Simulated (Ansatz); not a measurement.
# Cu under changes of volume

One of the cells (11.810 Å³/atom); the others are scaled copies at fixed shape and fractional positions:

```
Cu
1.0
     0.00000    1.80750    1.80750
     1.80750    0.00000    1.80750
     1.80750    1.80750    0.00000
Cu
1
Cartesian
  0.0000 0.0000 0.0000
```

```yaml
Program: Ansatz 0.2.0
Functional: PBEsol
Dispersion: D3(BJ)
Potentials_or_basis: Ansatz PAW
Cutoff: "420 eV (not typed: the program's choice for these potentials)"
k_mesh: 13 × 13 × 13
Occupations: fermi-dirac, width 0.05 eV
Spin: no spin polarisation
```

```tsv
volume (Å³/atom)	energy over the lowest point (meV/atom)	pressure (GPa)
11.102	0.00	-4.9
11.338	?	?
11.574	24.04	-11.2
11.810	42.47	-13.8
12.047	64.47	-16.0
12.283	89.58	-18.0
12.519	117.41	-19.7
```

Q: What does the run at 11.338 Å³/atom give?

A: Energy over the lowest point 9.70 meV/atom; pressure -8.2 GPa.

Worked out: A Birch-Murnaghan fit of order 3 (a polynomial in V^(-2/3)) to the other rows has its minimum at 10.80 Å³/atom, just outside them, with B0 = V·E''(V) = 191 GPa and B' = 4.9. It gives 9.72 meV/atom at 11.338 Å³/atom, against the run's 9.70, and -dE/dV = -8.2 GPa, against -8.2.

Energies are extrapolated to zero smearing.

Caveats: pairwise dispersion overbinds metals, which lowers pressure and volume; the PAW data sets come from PBE, with cores solved anew for the run's functional, which leaves a small shift of forces and pressure.
